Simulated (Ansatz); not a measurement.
# Stack of 2H-MoTe2 under HfSi2As4, upper layer turned by 180° in a perpendicular field, part 3 of 3

Aim: how the stack of 2H-MoTe2 under HfSi2As4, upper layer turned by 180° screens a field along its normal, and what the field does to its bands. A positive field points along +c.

Ansatz 0.2.0; plane-wave DFT, PBE-D3(BJ), Ansatz PAW (the session's first sound run).

So far. Step 7 (Atoms held, field -0.2 V/Å): The dipole is -0.251 e·Å, -0.242 e·Å from its value without field. Step 8 (Single point, field 0.35 V/Å): The dipole is 0.409 e·Å, 0.418 e·Å from its value without field.

**9. Response, atoms held**

This step: plane-wave DFT, PBE-D3(BJ), Ansatz PAW; response to a field along the normal, atoms held (Ansatz 0.2.0).

The dipoles give the slope, and the difference of two potentials shows where the field is screened.

Numbers from this step:

* equivalent conductor thickness p/(ε₀AE): 18.83 Å
* distance between the outer atoms: 17.41 Å

The dipole of the cell by applied field:

```tsv
applied field (V/Å)	dipole of the cell (e·Å)
-0.200	-0.251
-0.100	-0.129
0.000	-0.00897
0.100	0.111
0.200	0.230
0.350	0.409
```

Local field over the applied field, running mean. From the potentials at -0.1 and 0.1 V/Å; running mean over 2.5 Å. Local field over applied field against z:

z (Å), local field over applied field and a bar:
```
        5      0.990 ##############################
        6      0.934 ############################
        7      0.714 #####################
        8      0.377 ###########
        9      0.108 ###
       10      0.037 #
       11      0.029 
       12      0.041 #
       13      0.130 ###
       14      0.263 ########
       15      0.254 #######
       16      0.110 ###
       17      0.034 #
       18      0.041 #
       19      0.042 #
       20      0.017 
       21      0.023 
       22      0.025 
       23      0.027 
       24      0.071 ##
       25      0.055 #
       26      0.065 #
       27      0.274 ########
       28      0.626 ###################
       29      0.901 ###########################
       30      0.985 ##############################
       31      0.998 ##############################
```

Electrons, planar mean, per unit field. Table of induced electron density by z:

```tsv
z (Å)	induced electron density (e/Å³ per V/Å)
5	4.8e-5
6	3.3e-4
7	0.00178
8	0.00289
9	6.6e-4
10	-3.1e-4
11	2.3e-4
12	-1.2e-4
13	-5.3e-4
14	-0.00147
15	0.00151
16	5.9e-4
17	2.0e-4
18	-2.3e-4
19	1.4e-4
20	3.1e-4
21	-6.5e-4
22	9.6e-4
23	-6.2e-4
24	-4.6e-4
25	0.00120
26	-7.7e-4
27	-0.00181
28	-0.00255
29	-5.1e-4
30	-6.7e-5
31	-7.0e-6
```

By hand: between -0.1 and 0.1 V/Å the dipole changes by 0.2396 e·Å, a slope of 1.198 e·Å²/V. A perfect conductor of thickness t has p = ε₀AEt, so t = 180.95 × 1.198 / 11.515 = 18.83 Å (e/ε₀ = 180.95 V·Å, A in Å²).

The induced dipole is that of a conductor 18.83 Å thick.

**10. With spin-orbit coupling, k-mesh 12×12×1**

This step: plane-wave DFT, PBE, fully relativistic PAW with spin-orbit coupling (Ansatz 0.2.0).

Heavy atoms split their bands by spin-orbit coupling, so this run uses fully relativistic files and two-component states.

File input.yaml:

```yaml
crystal:
  lattice:
    - [3.6463532311, 0.0, 0.0]
    - [-1.8231766156, 3.1578345293, 0.0]
    - [0.0, 0.0, 35.4104856488]
  atoms:
    - { symbol: Te, position: [0.3333333333, 0.6666666667, 0.2541620041] }
    - { symbol: Mo, position: [0.0, 0.0, 0.3040163496] }
    - { symbol: Te, position: [0.3333333333, 0.6666666667, 0.3538297373] }
    - { symbol: As, position: [0.3333333333, 0.6666666667, 0.4608229841] }
    - { symbol: Si, position: [0.0, 0.0, 0.4919050094] }
    - { symbol: As, position: [0.0, 0.0, 0.5576128247] }
    - { symbol: Hf, position: [0.3333333333, 0.6666666667, 0.6033025292] }
    - { symbol: As, position: [0.0, 0.0, 0.6490614559] }
    - { symbol: Si, position: [0.0, 0.0, 0.714765353] }
    - { symbol: As, position: [0.3333333333, 0.6666666667, 0.7458379959] }
kpoints:
  mp_grid: { grid: [12, 12, 1] }
  band_path:
    path: [[0, 0, 0], [0.5, 0, 0], [0.33333333, 0.33333333, 0], [0, 0, 0]]
    npoints: 16
hamiltonian:
  xc: pbe
  pseudopotentials: { kind: paw_fr }
magnetization:
  noncollinear: true
  spin_orbit: true
scf:
  occupations: { method: fermi_dirac, width: 0.05 }
  convergence: { dr2_threshold: 1.0e-09 }
efield:
  axis: 3
  dipole_correction: true
  ramp_position: 0.97
  ramp_width: 0.06
  amplitude: 0
output:
  write_potential: true
  write_density: true
  volumetric_format: npy
```

Command:

```sh
$ ansatz run input.yaml --threads 4 --pin off --max-ram 12288MiB --backend cpu --events-out ev --progress --plain --runs-dir out
```

Numbers of over 12 decimals in the logs are rounded to 6 here.

The log of the run:

```text
[...]
non-collinear run that drives no moment, with spin-orbit: no starting moment large enough to seed its density (crystal.atoms[].spin), no starting occupations that ask for one, no magnetisation constraint and no magnetic field, so the semilocal B_xc is pinned to zero
Crystal: 10 atoms, lattice volume = 407.737 Å³
Basis set: ecut = 420 eV, 7859 PW (Γ)
Bands: 168, of which v1, the nominal top of the filled ones, is band 140 counted from 1 (139 counted from 0)
Symmetry: 6 space group operations + 6 with time reversal
[...]
k-points: 19 of 144 (time reversal used)
Projection manifold: j_resolved (fully-relativistic pseudo-atomic orbitals)
[...]
SCF iter   1: F=—  HF=-55363.382731 eV  |F-HF|=—  |Δ(HF+E_count)|=         —  Δρ=4.03e-2  dr2=8.27e1  dr2_m=0.00e0 (ungated)  ethr=3.10e-3  |M|=0.00e0 ∫|m|=0.00e0 μB  |m|>n=0.0e0 m-floor=0.0e0 τ_xc=0.0e0  β_m=1.00  p=-0.000 e·Å  D=-3.92e-7 V/Å  ΔV_dip=0.00 eV  dr2_dipole=3.50e1  V_vac-E_F(+/−)=6.02/6.02 eV  ⟨swp⟩=7.5  Hψ=15059  notcnv=0  defer=166
[...]
spin=Noncollinear: LDOS preconditioning applied to the charge; magnetization (m_x, m_y, m_z) channels mix plain (no charge-response kernel on spin).
SCF iter   2: F=—  HF=-55361.641129 eV  |F-HF|=—  |Δ(HF+E_count)|=    1.74e0  Δρ=1.53e-2  dr2=1.39e0  dr2_m=0.00e0 (ungated)  ethr=3.10e-3  |M|=0.00e0 ∫|m|=0.00e0 μB  |m|>n=0.0e0 m-floor=0.0e0 τ_xc=0.0e0  β_m=0.89  p=0.048 e·Å  D=2.14e-2 V/Å  ΔV_dip=-0.76 eV  dr2_dipole=4.15e-2  V_vac-E_F(+/−)=3.93/4.69 eV  ⟨swp⟩=3.0  Hψ=6648  notcnv=0  defer=346
[...]
SCF iter  18: F=-55361.351163 eV  HF=-55361.351163 eV  |F-HF|=6.55e-11  |Δ(HF+E_count)|=   1.06e-9  Δρ=2.51e-7  dr2=5.03e-10  dr2_m=0.00e0 (ungated)  ethr=1.00e-12  |M|=0.00e0 ∫|m|=0.00e0 μB  |m|>n=0.0e0 m-floor=0.0e0 τ_xc=0.0e0  p=-0.010 e·Å  D=-4.37e-3 V/Å  ΔV_dip=0.15 eV  dr2_dipole=1.01e-11  V_vac-E_F(+/−)=4.86/4.70 eV  ⟨swp⟩=13.9  Hψ=14024  notcnv=0
SCF 1 converged in 18 iterations: F = -55361.351163 eV  dr2 = 5.03e-10
[...]
SCF converged after 18 iterations
Magnetization: |M| = 0.0000 μB,  M = (+0.0000, +0.0000, +0.0000) μB
Absolute magnetization: 0.0000 μB (∫|m|)
  site 0: m = (+0.0000, +0.0000, +0.0000) μB, |m| = 0.0000 μB  (R = 1.13 Å)
  site 1: m = (+0.0000, +0.0000, +0.0000) μB, |m| = 0.0000 μB  (R = 1.13 Å)
  site 2: m = (+0.0000, +0.0000, +0.0000) μB, |m| = 0.0000 μB  (R = 1.13 Å)
  site 3: m = (+0.0000, +0.0000, +0.0000) μB, |m| = 0.0000 μB  (R = 0.98 Å)
  site 4: m = (+0.0000, +0.0000, +0.0000) μB, |m| = 0.0000 μB  (R = 0.96 Å)
  site 5: m = (+0.0000, +0.0000, +0.0000) μB, |m| = 0.0000 μB  (R = 0.96 Å)
  site 6: m = (+0.0000, +0.0000, +0.0000) μB, |m| = 0.0000 μB  (R = 1.10 Å)
  site 7: m = (+0.0000, +0.0000, +0.0000) μB, |m| = 0.0000 μB  (R = 0.96 Å)
  site 8: m = (+0.0000, +0.0000, +0.0000) μB, |m| = 0.0000 μB  (R = 0.96 Å)
  site 9: m = (+0.0000, +0.0000, +0.0000) μB, |m| = 0.0000 μB  (R = 0.98 Å)
Free energy (F): -55361.351163 eV
[...]
Internal energy: -55361.337971 eV  (E = F + TS)
E sigma→0 (E₀):  -55361.344567 eV
Entropy (-TS):   -0.013192 eV (-1.319 meV/atom)
Fermi energy:    3.949152 eV
Dipole field:    D = -0.004369 V/Å  (p = -0.009845 e·Å, saw-weighted, corrected)
Work function:   Φ+ = 4.8578 eV   Φ− = 4.7031 eV
[...]
--- Band table (eV; the first three rows and the last of 19) ---
  k-point 0: bands = [... 136 lower, 4.0510, 4.0510, 4.3135, 4.3135, 4.6540, 4.6540, 6.0479, 6.0479, ... 24 higher]
  k-point 1: bands = [... 136 lower, 3.8548, 3.8569, 4.1053, 4.1056, 4.6852, 4.6955, 6.0278, 6.0312, ... 24 higher]
  k-point 2: bands = [... 136 lower, 3.3977, 3.4640, 3.7023, 3.7026, 4.5680, 4.5755, 5.5923, 5.6012, ... 24 higher]
  k-point 18: bands = [... 136 lower, 3.0799, 3.1678, 3.5528, 3.7668, 4.5186, 4.5459, 5.0675, 5.1969, ... 24 higher]
```

Wall time 11 min (4 threads of Arm Neoverse V1, shared host); peak memory 5.8 GiB; 44 min of CPU time.

Numbers from this step:

```
energy at zero smearing        : -55361.3446 eV
work function, upper face      : 4.858 eV
work function, lower face      : 4.703 eV
dipole along the normal        : -0.009845 e·Å
step between the vacuum levels : 0.1547 eV
```

The electronic bands at the labelled points (eV, zero at the Fermi level):

```tsv
point	band 137	band 138	band 139	band 140	band 141	band 142	band 143	band 144
Γ	0.10	0.10	0.36	0.36	0.70	0.70	2.10	2.10
halfway	-0.67	-0.67	-0.48	-0.48	0.32	0.32	1.29	1.29
M	-0.74	-0.74	-0.30	-0.30	-0.04	-0.04	0.94	0.94
halfway	-1.04	-0.94	-0.57	-0.41	0.45	0.54	0.90	0.92
K	-0.87	-0.78	-0.40	-0.18	0.57	0.60	1.12	1.25
halfway	-0.76	-0.75	-0.71	-0.71	0.41	0.52	1.10	1.19
Γ	0.10	0.10	0.36	0.36	0.70	0.70	2.10	2.10
```

The work function of the upper face is 4.86 eV.

**11. With spin-orbit coupling, k-mesh 12×12×1, field 0.3 V/Å**

The same in a field along the normal.

input.yaml: that of step 10 with these lines changed.

```diff
@@ -18,5 +18,3 @@
   mp_grid: { grid: [12, 12, 1] }
-  band_path:
-    path: [[0, 0, 0], [0.5, 0, 0], [0.33333333, 0.33333333, 0], [0, 0, 0]]
-    npoints: 16
+  band_path: { path: [[0, 0, 0], [0.12, 0, 0]], npoints: 24 }
 hamiltonian:
@@ -33,5 +31,5 @@
   dipole_correction: true
-  ramp_position: 0.97
-  ramp_width: 0.06
-  amplitude: 0
+  ramp_position: 0.9666
+  ramp_width: 0.0614
+  amplitude: 0.3
 output:
```

The log of the run:

```text
[...]
Crystal: 10 atoms, lattice volume = 407.737 Å³
Basis set: ecut = 420 eV, 7859 PW (Γ)
Bands: 168, of which v1, the nominal top of the filled ones, is band 140 counted from 1 (139 counted from 0)
Symmetry: 6 space group operations + 6 with time reversal
[...]
k-points: 19 of 144 (time reversal used)
[...]
k-point 0: bands = [... 136 lower, 4.1686, 4.1686, 4.4322, 4.4322, 4.7688, 4.7688, 5.9915, 5.9915, ... 24 higher]
  k-point 1: bands = [... 136 lower, 3.9732, 3.9740, 4.2238, 4.2241, 4.8006, 4.8112, 5.8373, 5.8378, ... 24 higher]
  k-point 2: bands = [... 136 lower, 3.4258, 3.4420, 3.8196, 3.8224, 4.6837, 4.6919, 5.4060, 5.4083, ... 24 higher]
  k-point 18: bands = [... 136 lower, 3.1956, 3.2790, 3.3691, 3.5772, 4.3296, 4.3569, 5.1791, 5.2941, ... 24 higher]
[key lines of the parts left out:]
SCF converged after 18 iterations
Magnetization: |M| = 0.0000 μB,  M = (+0.0000, +0.0000, +0.0000) μB
Free energy (F): -55361.402069 eV
Fermi energy:    4.067014 eV
Dipole field:    D = 0.154782 V/Å  (p = 0.348771 e·Å, saw-weighted, corrected)
```

It took 8.6 min on 4 threads; peak memory 5.8 GiB.

Numbers from this step:

- energy at zero smearing: -55361.3955 eV
- dipole along the normal: 0.3488 e·Å

The dipole is 0.349 e·Å.

**12. Spin splitting near the zone centre**

This step: plane-wave DFT, PBE, fully relativistic PAW with spin-orbit coupling; spin splitting near the zone centre (Ansatz 0.2.0).

Levels that meet at the zone centre are followed outwards; a split that grows in proportion to k gives the Rashba parameter as ΔE/2k.

This step gave:

- largest split over 2k that stays linear in k: 0.2479 eV Å

Groups of levels that meet at the zone centre and whose split, tested at two k, grows in proportion to k or stays under 1 meV; groups that fail this test are left out. Spin splitting, by row:

```tsv
level at the first point (eV from the Fermi level)	states	split at k = 0.030 1/A (eV)	split over 2k (eV Å)
-2.342	2	1.00e-4	0
-1.953	2	1.00e-4	0
-1.751	2	0.0046	0.07706
-0.7652	2	0.0145	0.2429
-0.6084	2	0.0148	0.2479
0.3652	2	0	0
0.7018	2	0.0027	0.04523
2.298	2	0.0065	0.1089
```

**13. A changed input**

This step: plane-wave DFT, PBE-D3(BJ), Ansatz PAW (Ansatz 0.2.0).

A run with a changed input: it repeats the earlier run at 0.1 V/Å with total_charge to -1 and scf.n_extra_bands to 2.

input.yaml, the sections that differ from step 11:

```yaml
kpoints:
  mp_grid: { grid: [18, 18, 1] }
  band_path:
    path: [[0, 0, 0], [0.5, 0, 0], [0.33333333, 0.33333333, 0], [0, 0, 0]]
    npoints: 16
hamiltonian:
  xc: pbe
  dispersion: d3bj
scf:
  occupations: { method: fermi_dirac, width: 0.05 }
  convergence: { dr2_threshold: 1.0e-10 }
  n_extra_bands: 2
efield:
  axis: 3
  dipole_correction: true
  ramp_position: 0.97
  ramp_width: 0.06
  amplitude: 0.1
total_charge: -1
# crystal, output: as in step 11
# magnetization: removed
```

The log of the run:

```text
Error: efield: with total_charge ≠ 0 without external_charges — the saw-weighted dipole of a charged cell depends on the ramp position (the isolated-slab reference a dipole correction restores does not exist for a charged slab), so the field energy is ill-defined under the jellium convention; neutralise the cell or drop the efield: block, which crystal.periodic lets a charged slab do
```

Run time: 0.03 s. Hardware: 4 threads; peak memory 0.032 GiB.

The input was rejected at the start.

The program's message: “Error: efield: with total_charge ≠ 0 without external_charges — the saw-weighted dipole of a charged cell depends on the ramp position (the isolated-slab reference a dipole correction restores does no …”

**14. The same run with other settings**

Another changed input: it repeats the earlier run at 0.1 V/Å with scf.mixing.algorithm to msr1, scf.mixing.beta to 0.7, scf.mixing.ndim to 8 and scf.convergence.dr2_threshold from 1e-10 to 1e-08.

input.yaml: that of step 13 with these lines changed.

```diff
@@ -26,4 +26,4 @@
   occupations: { method: fermi_dirac, width: 0.05 }
-  convergence: { dr2_threshold: 1.0e-10 }
-  n_extra_bands: 2
+  convergence: { dr2_threshold: 1.0e-08 }
+  mixing: { algorithm: msr1, beta: 0.7, ndim: 8 }
 efield:
@@ -38,2 +38 @@
   volumetric_format: npy
-total_charge: -1
```

The log of the run:

```text
[...]
Crystal: 10 atoms, lattice volume = 407.737 Å³
Basis set: ecut = 420 eV, 7859 PW (Γ)
Bands: 84, of which v1, the nominal top of the filled ones, is band 70 counted from 1 (69 counted from 0)
Symmetry: 6 space group operations
[...]
k-points: 37 of 324 (time reversal used)
[...]
SCF iter   1: F=—  HF=-55341.344615 eV  |F-HF|=—  |Δ(HF+E_count)|=         —  Δρ=4.04e-2  dr2=7.99e1  ethr=3.10e-3  p=0.127 e·Å  D=5.64e-2 V/Å  ΔV_dip=-2.00 eV  dr2_dipole=3.37e1  V_vac-E_F(+/−)=6.63/5.37 eV  ⟨swp⟩=7.2  Hψ=12145  notcnv=0  defer=58
[...]
SCF iter  18: F=-55339.336363 eV  HF=-55339.336363 eV  |F-HF|=5.82e-9  |Δ(HF+E_count)|=   6.19e-9  Δρ=6.18e-7  dr2=6.55e-9  ethr=7.14e-12  p=0.111 e·Å  D=4.90e-2 V/Å  ΔV_dip=-1.74 eV  dr2_dipole=6.53e-11  V_vac-E_F(+/−)=5.47/3.95 eV  ⟨swp⟩=1.7  Hψ=6817  notcnv=0
SCF 1 converged in 18 iterations: F = -55339.336363 eV  dr2 = 6.55e-9
[...]
SCF converged after 18 iterations
Free energy (F): -55339.336363 eV
[...]
Internal energy: -55339.322505 eV  (E = F + TS)
E sigma→0 (E₀):  -55339.329434 eV
Entropy (-TS):   -0.013857 eV (-1.386 meV/atom)
Fermi energy:    3.985776 eV
Dipole field:    D = 0.049051 V/Å  (p = 0.110527 e·Å, saw-weighted, corrected)
Work function:   not extracted (applied field tilts the vacuum); planar V_es + V_field profile in the machine report
[...]
--- Band table (eV; the first three rows and the last of 37) ---
  k-point 0: bands = [... 66 lower, 3.2476, 3.5065, 4.2211, 4.2211, 4.6501, 6.0761, 6.2505, 6.4227, ... 10 higher]
  k-point 1: bands = [... 66 lower, 3.2016, 3.4991, 4.1004, 4.1526, 4.6859, 6.2538, 6.3658, 6.4652, ... 10 higher]
  k-point 2: bands = [... 66 lower, 3.1650, 3.4485, 3.7741, 3.9683, 4.6837, 5.9128, 6.0102, 6.3955, ... 10 higher]
  k-point 36: bands = [... 66 lower, 1.9386, 2.4385, 3.1616, 3.5752, 4.4568, 5.1644, 5.6134, 5.6240, ... 10 higher]
```

Run time: 100 s. Hardware: 4 threads; peak memory 1.9 GiB.

This step gave:

```
energy at zero smearing : -55339.3294 eV
dipole along the normal : 0.1105 e·Å
```

Electronic bands along the path, in eV, zero at the Fermi level:

```tsv
point	band 67	band 68	band 69	band 70	band 71	band 72	band 73	band 74
Γ	-0.74	-0.48	0.24	0.24	0.66	2.09	2.26	2.44
halfway	-1.13	-0.94	-0.67	-0.50	0.30	1.19	1.63	1.66
M	-1.30	-0.97	-0.93	-0.30	-0.05	0.84	1.16	1.30
halfway	-1.70	-1.42	-1.01	-0.61	0.49	0.79	1.46	1.98
K	-2.05	-1.55	-0.82	-0.41	0.47	1.18	1.63	1.64
halfway	-1.00	-0.91	-0.90	-0.82	0.45	1.04	1.34	1.56
Γ	-0.74	-0.48	0.24	0.24	0.66	2.09	2.26	2.44
```

```tsv
quantity	this run	earlier run	difference
dipole along the normal (e·Å)	0.1105	0.1105	2.0e-5
```

The dipole moves by under 0.5 % or 5e-5 e·Å. The run took 18 SCF cycles against 20.

Of the bands kept, 3 cross the Fermi level on this path.

**15. Outcome**

* gap without field: none
* work function, upper face: 4.86 eV
* step between the vacuum levels: 0.141 eV
* equivalent conductor thickness, atoms held: 18.8 Å
* largest split over 2k that stays linear in k at 0.3 V/Å: 0.248 eV Å

What this shows: The induced dipole equals that of a perfect conductor 18.83 Å thick, while the outer atoms lie 17.41 Å apart. The two faces differ: the vacuum level above lies 0.14 eV higher than the one below. There is no gap over 0.03 eV, with or without the field. The main runs have no spin polarisation; a magnetic state could lie lower and would change these results. The field series itself is without spin-orbit coupling. The outer anions sit over the metal atoms, one of several polytypes of such layers and not the lowest for every compound.

[Logs are printed without paths, hosts, clocks, repeated set-up lines and the standing remarks that a program may print on its own settings, such as how far it seeks lower states.]

[Hosts, paths, dates, database ids (printed as entryN), source tags and the programs' standing remarks are cut or masked in the printed files.]

[Maps of the electrostatic potential energy from Ansatz leave out the sawtooth potential of an applied field or a dipole correction, so their vacuum need not be flat; planar profiles and work functions include it.]
